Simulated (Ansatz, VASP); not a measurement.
# Two plane-wave programs on TiB5

```
Ti B
1.0
     4.16469    0.00000    0.00000
    -2.08234    3.60673    0.00000
     0.00000    0.00000    2.88696
Ti B
1 5
Direct
  0.00000 0.00000 0.00000
  0.00000 0.50000 0.50000
  0.33333 0.66667 0.00000
  0.66667 0.33333 0.00000
  0.50000 0.00000 0.50000
  0.50000 0.50000 0.50000
```

Change from the starting cell: species swapped into the ErNi5 type (P6/mmm, No. 191).

Alike in both runs: task relaxation of cell and atoms; functional PBE; k mesh 12 × 12 × 14; occupations gaussian, width 0.1 eV; no spin polarisation.

|  | VASP | Ansatz |
| --- | --- | --- |
| version | VASP 6.6.1 | Ansatz 0.2.0 |
| potentials or method | VASP PAW PBE potentials, release 64 (Ti_sv, B) | scalar-relativistic, plane waves, PAW |
| plane-wave cutoff (eV) | 600 | 420 |
| valence electrons in the cell | 27 | 27 |

|  | VASP | Ansatz | Ansatz less VASP |
| --- | --- | --- | --- |
| gap on the k mesh at the Fermi level, each at its own relaxed structure (eV) | none | none | - |
| relaxed volume (Å³/atom) | 7.22 | 7.22 | -0.003 |
| relaxed cell length with the largest relative difference (Å) | 4.159 | 4.159 | -0.0006 |

A gap of «none» marks a metal or a gap that the smearing closes.
